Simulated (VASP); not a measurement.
**Pt under changes of volume**

One of the cells (14.811 Å³/atom); the others are scaled copies at fixed shape and fractional positions:

```xyz
1
Lattice="0.0000 1.9492 1.9492 1.9492 0.0000 1.9492 1.9492 1.9492 0.0000" Properties=species:S:1:pos:R:3 pbc="T T T"
Pt    1.9492    1.9492    0.0000
```

```yaml
Program: VASP 6.6.1
Functional: LDA
Potentials_or_basis: VASP PAW LDA potentials, release 64 (Pt)
Cutoff: 520 eV
k_mesh: 10 × 10 × 10
Occupations: fermi-dirac, width 0.05 eV
Spin: no spin polarisation
```

```csv
volume (Å³/atom),energy over the lowest point (meV/atom),pressure (GPa)
14.219,24.22,13.8
14.515,5.68,6.4
14.811,0.00,-0.1
15.108,?,?
15.404,21.35,-10.9
```

Q: What does the run at 15.108 Å³/atom give?

A: Energy over the lowest point 5.67 meV/atom; pressure -5.9 GPa.

Worked out: A Birch-Murnaghan fit of order 2 (a polynomial in V^(-2/3)) to the other rows has its minimum at 14.81 Å³/atom with B0 = V·E''(V) = 308 GPa. It gives 5.50 meV/atom at 15.108 Å³/atom, against the run's 5.67, and -dE/dV = -5.9 GPa, against -5.9.

Energies are extrapolated to zero smearing.
